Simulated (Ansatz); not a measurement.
## Ag under changes of volume

One of the cells (17.048 Å³/atom); the others are scaled copies at fixed shape and fractional positions:

```
CELL_PARAMETERS angstrom
0.00000 2.04275 2.04275
2.04275 0.00000 2.04275
2.04275 2.04275 0.00000
ATOMIC_POSITIONS crystal
Ag 0.00000 0.00000 0.00000
```

* Program: Ansatz 0.2.0
* Functional: PBEsol
* Potentials or basis: Ansatz PAW
* Cutoff: 420 eV (not typed: the program's choice for these potentials)
* k mesh: 11 × 11 × 11
* Occupations: fermi-dirac, width 0.05 eV
* Spin: no spin polarisation

```tsv
volume (Å³/atom)	energy over the lowest point (meV/atom)	pressure (GPa)
16.025	7.98	4.8
16.366	?	?
16.707	0.00	-0.7
17.048	4.03	-2.9
17.389	12.46	-4.8
17.730	24.67	-6.5
18.071	40.10	-7.9
```

Task: What does the run at 16.366 Å³/atom give?

Result: Energy over the lowest point 1.07 meV/atom; pressure 1.9 GPa.

Worked out: A Birch-Murnaghan fit of order 3 (a polynomial in V^(-2/3)) to the other rows has its minimum at 16.60 Å³/atom with B0 = V·E''(V) = 122 GPa and B' = 6.2. It gives 1.04 meV/atom at 16.366 Å³/atom, against the run's 1.07, and -dE/dV = 1.8 GPa, against 1.9.

Energies are extrapolated to zero smearing.

Caveats: the PAW data sets come from PBE, with cores solved anew for the run's functional, which leaves a small shift of forces and pressure.
